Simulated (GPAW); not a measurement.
The system is PtS2.

```xyz
3
Lattice="3.5432 0.0000 0.0000 -1.7716 3.0685 0.0000 0.0000 0.0000 5.0388" Properties=species:S:1:pos:R:3 pbc="T T T"
Pt    0.0000    0.0000    0.0000
S     1.7716    1.0228    3.8950
S     0.0000    2.0457    1.1438
```

Program: GPAW 26.7.0. Alike in all runs: potentials or basis GPAW PAW data sets (gpaw-data 1.2.1), pw; no spin polarisation; cell as given; k mesh 7 × 7 × 4. Hardware: 1 thread of Arm Neoverse V1 (shared host).

Question: Order these runs on this cell by their wall time, lowest first.
A. task single point; level r2SCAN; cutoff (eV) 500; smearing fermi-dirac 0.05 eV; maxiter 120
B. task optical spectrum; level PBE; cutoff (eV) 400; smearing fermi-dirac 0.001 eV; response ecut 50 eV; eta 0.1 eV; maxiter 150; response k mesh 14 × 14 × 8; domega0 0.05 eV
C. task single point; level PBE; cutoff (eV) 500; smearing fermi-dirac 0.05 eV; maxiter 120

Answer: C (18 s), A (48 s), B (250 s).

Caveats: the long-wavelength limit can be off by several per cent where d states take part (some runs); independent-particle spectra lack excitons (some runs).
